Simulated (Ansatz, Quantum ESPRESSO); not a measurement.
## C (diamond): bulk modulus from a few volumes

How stiff is diamond C under hydrostatic load? Each row relaxes cell and atoms at a set pressure. The phase is followed to these pressures whether or not it stays the stable one.

Calculated with Ansatz 0.2.0, PBEsol, PAW files of the set soft_1, cutoff 600 eV, Fermi–Dirac smearing 0.02 eV, k-mesh 13×13×13, no spin polarisation, no spin-orbit coupling.

Reference cell, relaxed at zero pressure with PBEsol (Fd-3m): a = 2.5129 Å, b = 2.5129 Å, c = 2.5129 Å, α = 60.00°, β = 60.00°, γ = 60.00°.

```
atom       x       y       z
   C  0.5000  0.5000  0.5000
   C  0.7500  0.7500  0.7500
```

| V (Å³/atom) | V/V0 | P (GPa) | E − E0 (meV/atom) |
| --- | --- | --- | --- |
| 5.6607 | 1.0090 | −3.981 | 0.6 |
| 5.5493 | 0.9892 | 5.000 | 0.9 |
| 5.4914 | 0.9789 | 9.999 | 3.6 |
| 5.4363 | 0.9690 | 14.996 | 7.9 |
| 5.2846 | 0.9420 | 29.998 | 29.1 |

V0 = 5.6100 Å³ an atom, where the residual pressure P0 is 0.000 GPa. **Question.** Fit the Birch–Murnaghan law and give the pressure and the energy at V = 5.3835 Å³ an atom, a row left out above.

With the Eulerian strain f = ½[(V0/V)^(2/3) − 1] and F = (P − P0)/[3f(1 + 2f)^(5/2)], the third-order law is the line F = B0 + (3/2) B0 (B′ − 4) f.

```csv
f,F (GPa)
0.02032,445.45
0.01059,447.71
0.00717,448.37
0.00364,449.71
−0.00299,450.52
```

A straight line through the 5 rows: the means are 0.007746 for f and 448.35 for F, Σ(Δx)² = 0.0002986 and ΣΔxΔy = −0.06718, so the slope is −0.06718/0.0002986 = −224.94 and the intercept 448.35 − (−224.94)(0.007746) = 450.09.

Hence B0 = 450.1 GPa and B′ = 4 + (−224.9)/(1.5 × 450.1) = 3.67. For the withheld volume f = 0.01393, F = 446.96 GPa and P = 20.00 GPa. The run itself gives 20.00 GPa, so the estimate misses by 0.00 GPa, a rounding's worth.

Integrating the same law gives E − E0 = (9/2) B0 V0 f²[1 + (B′ − 4) f] + P0(V0 − V), with 1 GPa Å³ = 6.2415 meV: 13.7 meV an atom. The run itself gives 13.7 meV, so the estimate misses by 0.0 meV, a rounding's worth.

The same fit over all rows at other levels or in other programs gives B0 = 448 GPa with PBEsol (Quantum ESPRESSO, GBRV).

Measured bulk modulus: 441.8 GPa (pmc:5324052), against 450 GPa here (+2 %).

The calculation is for a static lattice, while measurements hold thermal and zero-point motion.

[Logs are printed without paths, hosts, clocks, repeated set-up lines and the standing remarks that a program may print on its own settings, such as how far it seeks lower states.]
